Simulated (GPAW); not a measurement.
The system is CdS (Hawleyite).

```
CELL_PARAMETERS angstrom
0.00000 2.91650 2.91650
2.91650 0.00000 2.91650
2.91650 2.91650 0.00000
ATOMIC_POSITIONS crystal
Cd 0.00000 0.00000 0.00000
S 0.75000 0.75000 0.75000
```

Base run:

```yaml
Program: GPAW 26.7.0
Functional: PBEsol
Potentials_or_basis: PAW data sets generated in the run's folder for this functional
Cutoff: 600 eV
Basis: pw
k_mesh: 8 × 8 × 8
Occupations: fermi-dirac, width 0.05 eV
Spin: no spin polarisation
```

Its results: band gap on the k mesh 0.98 eV, direct; pressure -0.5 GPa.

The run is repeated on the same cell with these changes: functional from PBEsol to RPBE; potentials or basis from PAW data sets generated in the run's folder for this functional to the program's PAW data sets (release 1.2.1) made for this functional. What comes out?

Band gap on the k mesh 1.31 eV, direct; pressure 4.8 GPa.

Not every run made on this cell is shown here.
